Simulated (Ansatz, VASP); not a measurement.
## Two plane-wave programs on CdS

INCAR

```
SYSTEM = CdS
ALGO = Normal ; EDIFF = 1E-8
ENCUT = 520 ; GGA = PE
ISIF = 2 ; ISMEAR = -1
LASPH = .True. ; LCHARG = .False.
LEFG = .True. ; LREAL = .False.
LWAVE = .False. ; NBANDS = 26
NELM = 60 ; PREC = Accurate
SIGMA = 0.01
```

Contents of KPOINTS:

```
k-points
0
Gamma
  7 7 4
  0 0 0
```

File POSCAR:

```
CdS
1.0
    4.1485361787      0.0000000000      0.0000000000
   -2.0742680894      3.5927377193      0.0000000000
    0.0000000000      0.0000000000      6.7714220916
Cd S
2 2
Direct
    0.3333333333      0.6666666667      0.0000000000
    0.6666666667      0.3333333333      0.5000000000
    0.3333333333      0.6666666667      0.3850000000
    0.6666666667      0.3333333333      0.8850000000
```

Input for Ansatz:

```yaml
crystal:
  lattice:
    - [4.1485361787, 0.0, 0.0]
    - [-2.0742680894, 3.5927377193, 0.0]
    - [0.0, 0.0, 6.7714220916]
  atoms:
    - { symbol: Cd, position: [0.3333333333, 0.6666666667, 0.0] }
    - { symbol: Cd, position: [0.6666666667, 0.3333333333, 0.5] }
    - { symbol: S, position: [0.3333333333, 0.6666666667, 0.385] }
    - { symbol: S, position: [0.6666666667, 0.3333333333, 0.885] }
kpoints:
  mp_grid: { grid: [7, 7, 4] }
scf:
  occupations: { method: fermi_dirac, width: 0.01 }
hamiltonian:
  xc: pbe
  pseudopotentials: { kind: paw }
output:
  forces: true
  stress: true
  eigenvalues: true
  efg: { contact_densities: true }
```

Change from the starting cell: volume scaled by 1.01, PAW files.

Alike in both runs: task electric field gradients; functional PBE; k mesh 7 × 7 × 4; occupations fermi-dirac, width 0.01 eV; no spin polarisation.

|  | VASP | Ansatz |
| --- | --- | --- |
| version | VASP 6.6.1 | Ansatz 0.2.0 |
| potentials or method | VASP PAW PBE potentials, release 64 (Cd, S) | PAW with Ansatz's default frozen-core files, scalar-relativistic |
| plane-wave cutoff (eV) | 520 | 420 |
| valence electrons in the cell | 36 | 52 |

Ansatz gave:

- gap on the k mesh at the Fermi level (eV): 1.20
- pressure (GPa): 1.9
- largest component of the traceless stress (GPa): 1.40
- rms of the force components (eV/Å): 0.145
- Vzz of the field gradient on the site that differs most (V/Å²): 31.9

**Question.** What did VASP give for the same quantities?

**Answer.** gap on the k mesh at the Fermi level (eV): 1.21; pressure (GPa): 2.2; largest component of the traceless stress (GPa): 1.46; rms of the force components (eV/Å): 0.149; Vzz of the field gradient on the site that differs most (V/Å²): 34.9.

Atom by atom the forces differ by 0.005 eV/Å (rms over components). The two sets of potentials don't hold the same shells in valence. Ansatz warned: «gradients_without_spin_orbit».
